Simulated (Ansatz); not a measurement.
# P at several levels of theory

One geometry, relaxed with PBE+D3(BJ), and single points on it; plane waves with PAW potentials in Ansatz, scalar-relativistic unless the row names spin-orbit coupling. No spin polarisation. Meshes are on the primitive cell of 2 atoms. Gaps are the least over mesh and band path; pressure is positive in compression. Smearing is Gaussian, 0.10 eV. Rows that don't name D3 lack it, which shows in their pressure.

```cif
data_structure
_symmetry_space_group_name_H-M 'R-3m:H'
_symmetry_Int_Tables_number 166
_cell_length_a 3.4266
_cell_length_b 3.4266
_cell_length_c 8.7347
_cell_angle_alpha 90.000
_cell_angle_beta 90.000
_cell_angle_gamma 120.000
_cell_volume 88.82
loop_
_atom_site_label
_atom_site_type_symbol
_atom_site_symmetry_multiplicity
_atom_site_Wyckoff_symbol
_atom_site_fract_x
_atom_site_fract_y
_atom_site_fract_z
_atom_site_occupancy
P1 P 6 c 0.33333 0.66667 0.90069 1
```

```csv
level,cutoff (eV),k mesh,gap (eV),pressure (GPa),rough cost with bands (core-min)
PBE+D3(BJ),420,15×15×15,0,0.0,0.6
```

Question: What do r2SCAN, PBEsol give on the same cell?

Answer:
```
 level cutoff (eV) k mesh gap (eV) pressure (GPa) rough cost with bands (core-min)
r2SCAN          500  15×15×15         0             4.0                                 1
PBEsol          420  15×15×15         0             1.5                               0.6
```

This form isn't the element's structure at ambient conditions.